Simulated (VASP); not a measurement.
An input for VASP 6.6.1 (Ta):

Contents of INCAR:

```
PREC = Accurate ; ENCUT = 520
EDIFF = 1E-6 ; ISMEAR = 0
SIGMA = 0.1 ; LREAL = False
LASPH = True ; NELM = 80
ALGO = Normal ; ISIF = 2
LWAVE = False ; LCHARG = False
GGA = PE ; NBANDS = 30
```

Contents of KPOINTS:

```
Automatic mesh
0
Gamma
  6 6 4
```

POSCAR

```
Ta
1.0
    1.5690827415     -5.0876591791      0.0000000000
    1.5690827415      5.0876591791      0.0000000000
    0.0000000000      0.0000000000      4.7796859923
Ta
4
Direct
    0.1354429240      0.8645570760      0.9999978476
    0.6354429240      0.3645570760      0.5000021524
    0.8645570760      0.1354429240      0.0000021524
    0.3645570760      0.6354429240      0.4999978476
```

Potentials or basis: VASP PAW PBE potentials, release 64 (Ta_pv).

The run is started by

```console
$ cat potpaw_PBE.64/Ta_pv/POTCAR > POTCAR
$ mpirun -np 1 vasp_std > vasp.out
```

Question: How does this run end?

Answer: The run stopped without a result. It printed:

OUTCAR:

```text
PREC = Accurate
   ENCUT = 520
   EDIFF = 1E-6
   ISMEAR = 0
   LREAL = False
   LASPH = True
   NELM = 80
   ISIF = 2
   GGA = PE

[... 42 lines left out ...]
|     E        R     R  R     R  O     O  R     R     ###     ###     ###     |
|     E        R     R  R     R  O     O  R     R     ###     ###     ###     |
|     EEEEE    RRRRRR   RRRRRR   O     O  RRRRRR       #       #       #      |
|     E        R   R    R   R    O     O  R   R                               |
|     E        R    R   R    R   O     O  R    R      ###     ###     ###     |
|     EEEEEEE  R     R  R     R  OOOOOOO  R     R     ###     ###     ###     |
|                                                                             |
|     PRICELV: current lattice and primitive lattice are incommensurate       |
|     within SYMPREC.                                                         |
|                                                                             |
|       ---->  I REFUSE TO CONTINUE WITH THIS SICK JOB ... BYE!!! <----       |
|                                                                             |
 -----------------------------------------------------------------------------
```

On the terminal:

```text
POSCAR found type information on POSCAR Ta
 POSCAR found :  1 types and       4 ions
[... 18 lines left out ...]

1
```
